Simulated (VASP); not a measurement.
Here is a VASP 6.6.1 calculation.

INCAR

```
ALGO = Normal
EDIFF = 1E-7
EDIFFG = -0.002
ENCUT = 520
GGA = PE
IBRION = 2
ISIF = 3
ISMEAR = 0
IVDW = 12
KPAR = 4
LASPH = True
LCHARG = False
LREAL = False
LWAVE = False
NELM = 80
NSW = 80
PREC = Accurate
SIGMA = 0.02
```

The input KPOINTS:

```
k-points
0
Gamma
  15 15 6
```

File POSCAR:

```
BN
1.0
    2.4982400000      0.0000000000      0.0000000000
   -1.2491200000      2.1635393000      0.0000000000
    0.0000000000      0.0000000000      6.6357000000
B N
2 2
Direct
    0.3333333300      0.6666666700      0.2500000000
    0.6666666700      0.3333333300      0.7500000000
    0.3333333300      0.6666666700      0.7500000000
    0.6666666700      0.3333333300      0.2500000000
```

Potentials or basis: VASP PAW PBE potentials, release 64 (B, N).

Run with:

```console
$ cat potpaw_PBE.64/B/POTCAR potpaw_PBE.64/N/POTCAR > POTCAR
$ mpirun -np 4 vasp_std > vasp.out
```

**Question.** Predict the relaxed volume.

**Answer.** 8.96 Å³/atom.

**Question.** Estimate the band gap on the k mesh.

**Answer.** 4.27 eV, indirect (least direct gap 4.63 eV).

Final structure:
```
B N
1.0
     2.50682    0.00000    0.00000
    -1.25341    2.17097    0.00000
     0.00000    0.00000    6.58547
B N
2 2
Cartesian
  0.0000 1.4473 1.6464
  1.2534 0.7237 4.9391
  0.0000 1.4473 4.9391
  1.2534 0.7237 1.6464
```

Caveat: an odd mesh through Γ misses points on the zone boundary, where band edges often lie. A hybrid or GW would open this gap; PBE tends to underestimate it.
